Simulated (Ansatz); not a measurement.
Write the native input for Ansatz 0.2.0 that does the following.

| Property | Result |
| --- | --- |
| Task | relaxation of cell and atoms |
| Functional | PBE |
| Potentials or basis | Ansatz PAW |
| Cutoff | 420 eV (not typed: the program's choice for these potentials) |
| k mesh | 7 × 7 × 4 |
| Occupations | fermi-dirac, width 0.05 eV |
| Spin | no spin polarisation |
| Hubbard terms | Ti d U = 5 eV |
| Hubbard projectors | ortho-atomic (the default) |
| Double counting | fll (the default) |

Crystal: BaTiO3.

```
Ba Ti O
1.0
    -3.99980    0.00000    0.00000
     0.00000    0.00000   -4.01800
     0.00000   -7.99960    0.00000
Ba Ti O
2 2 6
Direct
  0.00144 0.02304 0.50759
  0.99856 0.97696 0.99241
  0.48033 0.56319 0.23580
  0.51967 0.47281 0.76420
  0.49380 0.96597 0.25815
  0.50620 0.00203 0.74185
  0.50761 0.49933 0.50744
  0.49239 0.47067 0.99256
  0.01522 0.48841 0.27113
  0.98478 0.48159 0.72887
```

These files were run (other wordings do the same):

input.yaml

```yaml
crystal:
  lattice:
    - [-3.9998, 0.0, 0.0]
    - [0.0, 0.0, -4.018]
    - [0.0, -7.9996, 0.0]
  atoms:
    - { symbol: Ba, position: [0.00144355, 0.02304186, 0.50759263] }
    - { symbol: Ba, position: [0.99855645, 0.97695814, 0.99240737] }
    - { symbol: Ti, position: [0.48032989, 0.56318885, 0.23579995] }
    - { symbol: Ti, position: [0.51967011, 0.47281115, 0.76420005] }
    - { symbol: O, position: [0.49380053, 0.96597287, 0.25815002] }
    - { symbol: O, position: [0.50619947, 0.00202713, 0.74184998] }
    - { symbol: O, position: [0.50761037, 0.49933203, 0.50744356] }
    - { symbol: O, position: [0.49238963, 0.47066797, 0.99255644] }
    - { symbol: O, position: [0.0152243, 0.48840562, 0.27113375] }
    - { symbol: O, position: [0.9847757, 0.48159438, 0.72886625] }
hamiltonian:
  xc: pbe
  pseudopotentials: { kind: paw }
  hubbard: { sites: [{ species: Ti, l: d, u_eff: 5.0 }] }
kpoints:
  mp_grid: { grid: [7, 7, 4] }
scf:
  occupations: { method: fermi_dirac, width: 0.05 }
output:
  forces: true
  stress: true
  eigenvalues: true
  write_density: true
  write_potential: true
  elf: true
  volumetric_format: npy
relax:
  f_tol: 0.01
  max_steps: 40
  cell: { stress_tol: 0.05 }
```

Potentials or basis: Ansatz PAW.

Command:

```bash
$ ansatz run input.yaml --threads 4 --pin off --max-ram 11264MiB --backend cpu --events-out ev --progress --plain --runs-dir out
```

It gave:

```yaml
Relaxed_volume: 13.26 Å³/atom
Relaxed_cell: a = 4.047 Å, b = 4.050 Å, c = 8.092 Å, α = 89.87°, β = 89.88°, γ = 89.87°
Space_group_after_relaxing_to_0.05_Å: R3m (No. 160)
Energy_gained_by_relaxing: 194.8 meV/atom
Ionic_steps: 10
Pressure_after_relaxing: 0.0 GPa
Band_gap_on_the_k_mesh: 2.68 eV, indirect (least direct gap 2.83 eV)
```

Caveat: odd divisions of the mesh miss points on the zone boundary, where band edges often lie, so the gap on the mesh can be too wide; the plane-wave basis is chosen anew once the cell has moved, so the energies of steps on either side of that aren't comparable; the pressure holds a Pulay correction of +0.5 GPa for the finite cutoff; spin-orbit coupling is left out, which moves the levels of the heavy elements.

Wall time 4 min on 4 threads of Arm Neoverse V2 (shared host), peak memory 1.1 GiB.
